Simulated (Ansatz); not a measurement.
**WC (Qusongite) under changes of volume**

One of the cells (10.376 Å³/atom); the others are scaled copies at fixed shape and fractional positions:

```xyz
2
Lattice="2.9065 0.0000 0.0000 -1.4532 2.5171 0.0000 0.0000 0.0000 2.8366" Properties=species:S:1:pos:R:3 pbc="T T T"
W     0.0000    0.0000    0.0000
C     1.4533    0.8390    1.4183
```

| Quantity | Value |
| --- | --- |
| Program | Ansatz 0.2.0 |
| Functional | BPBE |
| Potentials or basis | Ansatz PAW |
| Cutoff | 420 eV (not typed: the program's choice for these potentials) |
| k mesh | 10 × 10 × 9 |
| Occupations | fermi-dirac, width 0.05 eV |
| Spin | no spin polarisation |

```csv
volume (Å³/atom),energy over the lowest point (meV/atom),pressure (GPa)
9.754,78.27,34.8
9.961,40.25,24.1
10.169,15.36,14.5
10.376,2.33,5.8
10.584,0.00,-2.0
10.791,7.27,-9.1
10.999,?,?
```

Task: What does the run at 10.999 Å³/atom give?

Result: Energy over the lowest point 23.24 meV/atom; pressure -15.4 GPa.

Worked out: A Birch-Murnaghan fit of order 3 (a polynomial in V^(-2/3)) to the other rows has its minimum at 10.53 Å³/atom with B0 = V·E''(V) = 387 GPa and B' = 4.3 at fixed shape and positions, which overstates the stiffness. It gives 23.25 meV/atom at 10.999 Å³/atom, against the run's 23.24, and -dE/dV = -15.4 GPa, against -15.4.

Energies are extrapolated to zero smearing.

Caveats: the PAW data sets come from PBE, with cores solved anew for the run's functional, which leaves a small shift of forces and pressure.
